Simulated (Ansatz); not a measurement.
**Ligand exchange: C4H10O + C2H5BF2 → C3H7FO + C3H8BF**

Species: C4H10O (diethyl ether) `CCOCC`, singlet; C2H5BF2 (ethylidifluoroborane) `CCB(F)F`, singlet; C3H7FO `CCOCF`, singlet; C3H8BF `CCB(C)F`, singlet. The partners trade CH3 for F: C–CH3 and B–F bonds give way to C–F and B–CH3.

Shapes, held fixed at every level: PBE0-D4/def2-TZVP. Flexible molecules stand in one conformer, not always the lowest. Programs: Ansatz 0.2.0. The zero-point and thermal change to 298 K, harmonic and unscaled (PBE0-D4/def2-TZVP), is -3.4 kJ/mol.

| level | kind | ΔH(298 K) (kJ/mol) | less CCSD(T)/CBS estimate |
| --- | --- | --- | --- |
| HF/def2-SVP | Hartree–Fock | +155.0 | -0.9 |
| BHLYP-D4/def2-TZVPP | global hybrid | +154.2 | -1.7 |
| r2SCAN0-D4/def2-TZVPP | global hybrid | +152.3 | -3.6 |
| B2PLYP/def2-TZVPP | double hybrid | +152.9 | -3.0 |
| MP2/def2-TZVPP | perturbation theory | +161.4 | +5.5 |
| CCSD/def2-TZVPP | coupled cluster or CI | +156.7 | +0.8 |
| CCSD(T)/CBS estimate | coupled cluster or CI | +155.9 | 0.0 |

The highest level, CCSD(T)/CBS estimate, gives ΔH(298 K) = +155.9 kJ/mol; the levels span +152.3 to +161.4. The column of differences is taken from that level and isn't an error. No measured value is set beside it here. The CBS estimate extrapolates MP2 from def2-TZVPP and def2-QZVPP and adds CCSD(T) − MP2 in the triple-zeta set, cores frozen.
